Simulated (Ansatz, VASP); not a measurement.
**Two plane-wave programs on MnO**

```
Mn O
1.0
     2.95135   -1.70546    0.00000
     2.95135    1.70546    0.00000
    -1.97131    0.00000    2.79145
Mn O
1 1
Direct
  0.50020 0.50020 0.50067
  0.74980 0.74980 0.24934
```

Change from the starting cell: volume scaled by 0.98.

Alike in both runs: task single point; functional PBE; k mesh 9 × 9 × 9; occupations fermi-dirac, width 0.05 eV; collinear spin, ferromagnetic start.

|  | VASP | Ansatz |
| --- | --- | --- |
| version | VASP 6.6.1 | Ansatz 0.2.0 |
| potentials or method | VASP PAW PBE potentials, release 64 (Mn_pv, O) | Ansatz PAW |
| plane-wave cutoff (eV) | 520 | 420 |
| valence electrons in the cell | 19 | 21 |

Ansatz gave:

```
gap on the k mesh at the Fermi level (eV)                     : none
pressure (GPa)                                                : -1.8
largest component of the traceless stress (GPa)               : 0.13
net moment per atom (μB)                                      : 2.50
size of the moment on the site where the two differ most (μB) : 4.00
```

Estimate VASP's values.

gap on the k mesh at the Fermi level (eV): none; pressure (GPa): -1.5; largest component of the traceless stress (GPa): 0.13; net moment per atom (μB): 2.50; size of the moment on the site where the two differ most (μB): 4.43.

Site moments also hang on the region over which each program counts them. A gap of «none» marks a metal or a gap that the smearing closes. The two sets of potentials don't hold the same shells in valence.

Caveats: a cell with one magnetic atom can't hold antiferromagnetic order, which such compounds often take; semilocal functionals often make such compounds metallic where correlation or magnetic order opens a gap, which also shifts bond lengths; the pressure holds a Pulay correction of +0.5 GPa for the finite cutoff (Ansatz).
